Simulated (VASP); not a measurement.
## Mg: relaxation of cell and atoms with PBE+D4

The system is Mg.

```xyz
2
Lattice="3.1800 0.0000 0.0000 -1.5900 2.7540 0.0000 0.0000 0.0000 5.1600" Properties=species:S:1:pos:R:3 pbc="T T T"
Mg    0.0000    1.8360    1.2900
Mg    1.5900    0.9180    3.8700
```

The cell was built by a generator and needn't be a form met in nature.

```
Program                : VASP 6.6.1
Task                   : relaxation of cell and atoms
Functional             : PBE
Dispersion             : D4
Potentials or basis    : VASP PAW PBE potentials, release 64 (Mg)
Cutoff                 : 600 eV
k mesh                 : 16 × 16 × 8
Occupations            : methfessel-paxton, width 0.1 eV
Spin                   : no spin polarisation
Further INCAR settings : ALGO = Fast; EDIFF = 1e-07; IBRION = 2; EDIFFG = -0.005; NSW = 40; ISIF = 3
```

```json
{
 "Relaxed volume": "22.54 Å³/atom",
 "Relaxed cell": "a = 3.187 Å, b = 3.187 Å, c = 5.126 Å, α = 90.00°, β = 90.00°, γ = 120.00°",
 "Space group after relaxing (to 0.05 Å)": "P6_3/mmc (No. 194)",
 "Energy gained by relaxing": "0.2 meV/atom",
 "Ionic steps": "5",
 "Pressure after relaxing": "0.0 GPa",
 "Band gap on the k mesh": "none (metal or under the smearing width)",
 "Dispersion energy per atom": "-0.077 eV"
}
```

The path:
```csv
step,energy change (eV),largest force (eV/Å),pressure (GPa),volume (Å³)
1,0.0000,0.0000,-0.07,45.19
2,-0.0002,0.0000,-0.02,45.12
3,-0.0003,0.0000,0.07,45.02
4,-0.0003,0.0000,0.08,45.00
5,-0.0004,0.0000,0.01,45.08
```

Final structure:
```yaml
crystal:
  lattice:
    - [3.18692, 0.00000, 0.00000]
    - [-1.59346, 2.75995, 0.00000]
    - [0.00000, 0.00000, 5.12572]
  atoms:
    - { symbol: Mg, position: [0.33333, 0.66667, 0.25000] }
    - { symbol: Mg, position: [0.66667, 0.33333, 0.75000] }
```

Levels at points of the mesh, in eV from the Fermi level:
```tsv
k point	band 1	band 2	band 3	band 4	band 5	band 6
(0.00, 0.00, 0.00)	-7.03	-1.68	-1.17	10.93	10.93	11.06
(0.50, 0.00, 0.00)	-2.21	-2.20	2.69	3.03	3.38	3.76
(0.00, 0.00, 0.50)	-5.60	-5.60	5.22	5.22	11.69	11.69
(0.50, 0.00, 0.50)	-1.15	-1.15	-0.47	-0.47	8.06	8.08
```

Run time: 90 s on 1 thread of AMD EPYC 7R13 Processor (Zen 3), with other jobs on the host, peak memory 0.19 GiB.

Caveat: pairwise dispersion overbinds metals, which lowers pressure and volume.
